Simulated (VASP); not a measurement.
A run of VASP 6.6.1 is set up as follows.

INCAR

```
ALGO     = Normal         # electronic algorithm
EDIFF    = 1E-7           # SCF threshold, eV
EDIFFG   = -0.005         # ionic threshold
ENCUT    = 600            # plane-wave cutoff, eV
GGA      = PE             # functional
IBRION   = 2              # ionic algorithm
ISIF     = 3              # what is computed and relaxed
ISMEAR   = 1              # smearing method
IVDW     = 12             # dispersion correction
LASPH    = T              # aspherical terms in the spheres
LCHARG   = F              # write CHGCAR
LREAL    = F              # projectors in reciprocal space
LWAVE    = F              # write WAVECAR
NELM     = 80             # most SCF steps
NSW      = 90             # ionic steps
PREC     = Accurate       # precision mode
SIGMA    = 0.1            # smearing width, eV
```

KPOINTS

```
k-points
0
Gamma
  12 12 12
```

File POSCAR:

```
Rb                                      
1.0
   -2.7780585268      2.7780585268      2.7780585268
    2.7780585268     -2.7780585268      2.7780585268
    2.7780585268      2.7780585268     -2.7780585268
  Rb            
     1
Direct
     0.0000000000000000    0.0000000000000000    0.0000000000000000
```

Potentials or basis: VASP PAW PBE potentials, release 64 (Rb_sv).

Run with:

```sh
$ cat potpaw_PBE.64/Rb_sv/POTCAR > POTCAR
$ mpirun -np 1 vasp_std > vasp.out
```

Q: What does it give for the band gap on the k mesh?

A: None (metal or under the smearing width).

Q: What does it give for the dispersion energy per atom?

A: -0.108 eV.

Final structure:
```
Rb
1.0
    -2.77806    2.77806    2.77806
     2.77806   -2.77806    2.77806
     2.77806    2.77806   -2.77806
Rb
1
Direct
  0.00000 0.00000 0.00000
```

Caveat: the relaxation stopped at its first step, so nothing moved.
